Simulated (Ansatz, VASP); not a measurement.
# One calculation of MgO, two programs

INCAR

```
PREC = Accurate
ENCUT = 520
EDIFF = 1E-7
ISMEAR = -1
SIGMA = 0.05
LREAL = F
LASPH = T
NELM = 60
ALGO = Normal
ISIF = 2
LWAVE = F
LCHARG = F
GGA = PE
NBANDS = 16
```

Contents of KPOINTS:

```
Automatic mesh
0
Gamma
  9 9 6
```

Contents of POSCAR:

```
MgO
1.0
    3.3077869865      0.0000000000      0.0000000000
   -1.6538934933      2.8646275606      0.0000000000
    0.0000000000      0.0000000000      4.9828816700
Mg O
2 2
Direct
    0.6666666667      0.3333333333      0.5021597400
    0.3333333333      0.6666666667      0.0021597400
    0.6666666667      0.3333333333      0.9024402600
    0.3333333333      0.6666666667      0.4024402600
```

The input input.yaml:

```yaml
crystal:
  lattice:
    - [3.3077869865, 0.0, 0.0]
    - [-1.6538934933, 2.8646275606, 0.0]
    - [0.0, 0.0, 4.98288167]
  atoms:
    - { symbol: Mg, position: [0.6666666667, 0.3333333333, 0.50215974] }
    - { symbol: Mg, position: [0.3333333333, 0.6666666667, 0.00215974] }
    - { symbol: O, position: [0.6666666667, 0.3333333333, 0.90244026] }
    - { symbol: O, position: [0.3333333333, 0.6666666667, 0.40244026] }
hamiltonian:
  xc: pbe
  pseudopotentials: { kind: paw }
kpoints:
  mp_grid: { grid: [9, 9, 6] }
  band_path:
    path:
      - [[0.0, 0.0, 0.0], [0.5, 0.0, 0.0], [0.3333333333, 0.3333333333, 0.0], [0.0, 0.0, 0.0], [0.0, 0.0, 0.5], [0.5, 0.0, 0.5], [0.3333333333, 0.3333333333, 0.5], [0.0, 0.0, 0.5]]
      - [[0.5, 0.0, 0.5], [0.5, 0.0, 0.0]]
      - [[0.3333333333, 0.3333333333, 0.0], [0.3333333333, 0.3333333333, 0.5]]
    npoints: 14
scf:
  occupations: { method: fermi_dirac, width: 0.05 }
  n_extra_bands: 10
output:
  forces: true
  stress: true
  eigenvalues: true
  fatbands: true
```

Measurements of this composition are mostly on another form, of space group No. 225.

Alike in both runs: functional PBE; k mesh 9 × 9 × 6; occupations fermi-dirac, width 0.05 eV; no spin polarisation.

```csv
,VASP,Ansatz
version,VASP 6.6.1,Ansatz 0.2.0
potentials or method,"VASP PAW PBE potentials, release 64 (Mg, O)",Ansatz PAW
plane-wave cutoff (eV),520,420
valence electrons in the cell,16,32
task,single point,band structure
```

```csv
,VASP,Ansatz,Ansatz less VASP
gap on the k mesh at the Fermi level (eV),3.46,3.48,+0.018
least direct gap on the mesh (eV),3.46,3.48,+0.018
pressure (GPa),3.0,3.3,+0.38
largest component of the traceless stress (GPa),0.15,0.12,-0.030
rms of the force components (eV/Å),0.005,0.004,-0.0003
```

Atom by atom the forces differ by 0.000 eV/Å (rms over components). With one functional, cell and mesh, what is left measures potentials, basis and numerics. The two sets of potentials don't hold the same shells in valence.

Caveats: an odd mesh through Γ misses points on the zone boundary, where band edges often lie (VASP); the pressure holds a Pulay correction of +0.5 GPa for the finite cutoff (Ansatz).
